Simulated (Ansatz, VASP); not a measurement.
One calculation of SiO2, two programs

```
Si O
1.0
    -2.46327    2.46327    3.64208
     2.46327   -2.46327    3.64208
     2.46327    2.46327   -3.64208
Si O
2 4
Direct
  0.00000 0.00000 0.00000
  0.75000 0.25000 0.50000
  0.97420 0.62500 0.84920
  0.37500 0.22420 0.34920
  0.77580 0.12500 0.15080
  0.87500 0.02580 0.65080
```

Alike in both runs: functional LDA; k mesh 8 × 8 × 8; no spin polarisation.

Ansatz relaxed the structure, and its values are those at the end. VASP's run is a single point on that final structure, the one shown.

|  | VASP | Ansatz |
| --- | --- | --- |
| version | VASP 6.6.1 | Ansatz 0.2.0 |
| potentials or method | VASP PAW LDA potentials, release 64 (Si, O) | scalar-relativistic, plane waves, PAW |
| plane-wave cutoff (eV) | 520 | 420 |
| occupations | gaussian, width 0.01 eV | fixed |
| valence electrons in the cell | 32 | 32 |

VASP gave:

```
gap on the k mesh at the Fermi level (eV) : 5.76
least direct gap on the mesh (eV)         : 5.76
pressure (GPa)                            : 0.6
rms of the force components (eV/Å)        : 0.013
```

**Question.** Estimate Ansatz's values.

**Answer.** gap on the k mesh at the Fermi level (eV): 5.76; least direct gap on the mesh (eV): 5.76; pressure (GPa): 0.0; rms of the force components (eV/Å): 0.000.

A k mesh can miss the band edges.
